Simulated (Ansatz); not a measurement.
A (100) slab of ZnS (F-43m (No. 216)), 10 planes, outer planes Zn (top) and S (bottom), with 10 atoms (Zn5S5) in a surface cell of A = 14.346 Å², as cut from the bulk:

```xyz
10
Lattice="3.7876 0.0000 0.0000 0.0000 3.7876 0.0000 0.0000 0.0000 27.0522" Properties=species:S:1:pos:R:3 pbc="T T T"
S     0.0000    1.8938    7.5000
Zn    1.8938    1.8938    8.8391
S     1.8938    0.0000   10.1783
Zn    0.0000    0.0000   11.5174
S     0.0000    1.8938   12.8565
Zn    1.8938    1.8938   14.1956
S     1.8938    0.0000   15.5348
Zn    0.0000    0.0000   16.8739
S     0.0000    1.8938   18.2130
Zn    1.8938    1.8938   19.5522
```

These are results of Ansatz, DFT PBEsol, scalar-relativistic, plane waves, PAW, not measurements. Settings: cutoff 420 eV, Γ-centred mesh 7×7×1 on the computed 10-atom cell, Gaussian smearing of 0.05 eV; no spin polarisation. A dipole correction removes the field between periodic images along c.

Against the same 10 atoms in the bulk, the slab as cut lies 4.050 eV higher and the relaxed slab 3.985 eV higher.

(1) Work out the surface energy before and after relaxation.

(2) What is the ideal work of this cut, per area?

Spin polarisation was left out, and a magnetic state may lie lower.

Results:

(1) The slab has two faces, so γ = (E_slab − N·E_bulk)/(2A), the mean of both. As cut: 4.050/(2 × 14.346) = 0.1412 eV/Å², and 1 eV/Å² = 16.02 J/m², so γ = 2.26 J/m². Relaxed: 3.985/(2 × 14.346) = 0.1389 eV/Å² = 2.23 J/m². Relaxation recovers 1.6 % of the cost of cutting.

(2) Griffith's ideal work is 2γ: 4.52 J/m² if the new faces stay rigid, 4.45 J/m² if they relax. One thickness was run, 10 planes, so γ can still shift with it.